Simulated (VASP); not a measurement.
**Si: single point with RPBE**

The system is Si.

```
Si
1.0
     0.00000    2.72185    2.72185
     2.72185    0.00000    2.72185
     2.72185    2.72185    0.00000
Si
2
Direct
  0.50000 0.50000 0.50000
  0.75000 0.75000 0.75000
```

```
Program             : VASP 6.6.1
Task                : single point
Functional          : RPBE
Potentials or basis : VASP PAW PBE potentials, release 64 (Si)
Cutoff              : 520 eV
k mesh              : 8 × 8 × 8
Occupations         : gaussian, width 0.05 eV
Spin                : no spin polarisation
```

```yaml
Pressure: 2.7 GPa
Band_gap_on_the_k_mesh: 0.68 eV, indirect (least direct gap 2.57 eV)
```

Levels at points of the mesh, in eV from the valence-band top:
| k point | band 1 | band 2 | band 3 | band 4 | band 5 | band 6 | band 7 | band 8 |
| --- | --- | --- | --- | --- | --- | --- | --- | --- |
| (0.00, 0.00, 0.00) | -11.89 | 0.00 | 0.00 | 0.00 | 2.57 | 2.57 | 2.57 | 3.41 |
| (0.50, 0.00, 0.00) | -9.58 | -6.90 | -1.19 | -1.19 | 1.59 | 3.35 | 3.35 | 7.85 |
| (0.50, 0.50, 0.00) | -7.77 | -7.77 | -2.83 | -2.83 | 0.78 | 0.78 | 10.10 | 10.10 |

It took 7.1 s on 1 thread of AMD EPYC 9R45 (Zen 5), with other jobs on the host, peak memory 0.12 GiB.

Caveat: the PAW data sets were made with another functional, which shifts forces and pressure a little. A k mesh can miss the band edges.
